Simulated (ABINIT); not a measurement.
Runs of ABINIT 10.8.3 (patched build) on I. The structure is orthorhombic, space group Cmce (No. 64). The conventional cell has a = 7.270 Å, b = 4.790 Å, c = 9.793 Å, α = 90.00°, β = 90.00°, γ = 90.00°. I (site symmetry m) has 1 I at 2.68 Å as nearest neighbours. 

```csv
task,level,k mesh,cutoff (eV),fine-grid cutoff,gap on the mesh (eV),pressure (GPa),largest force (eV/Å)
single point,PBEsol,6 × 6 × 2,408,816.342 eV,1.24,0.3,0.92
band structure,PBEsol,7 × 7 × 3,408,816.342 eV,1.26,0.3,0.92
single point,r2SCAN,6 × 6 × 2,490,979.61 eV,1.49,-,0.81
band structure,SOGGA,7 × 7 × 3,408,816.342 eV,1.27,(a),0.86
band structure,AM05,7 × 7 × 3,408,816.342 eV,1.28,(b),0.82
single point,PBEsol,4 × 4 × 2,408,816.342 eV,1.25,0.3,0.91
single point,PBE,6 × 6 × 2,408,816.342 eV,1.29,2.0,1.00
band structure,PW91,7 × 7 × 3,408,816.342 eV,1.29,1.9,1.03
```

Alike in all rows: potentials or basis JTH PAW PBE v2.0; no spin polarisation; cell as given; smearing fermi-dirac 0.05 eV.

Task: Estimate the missing entries.

Result: (a) -0.1; (b) 1.0.

Caveats: spin-orbit coupling is left out, which moves the levels of the heavy elements; the PAW data sets were made with another functional, which shifts forces and pressure a little (some runs).

A k mesh can miss the band edges, and the runs leave out spin-orbit coupling on I.

Not every run made on this cell is shown here.
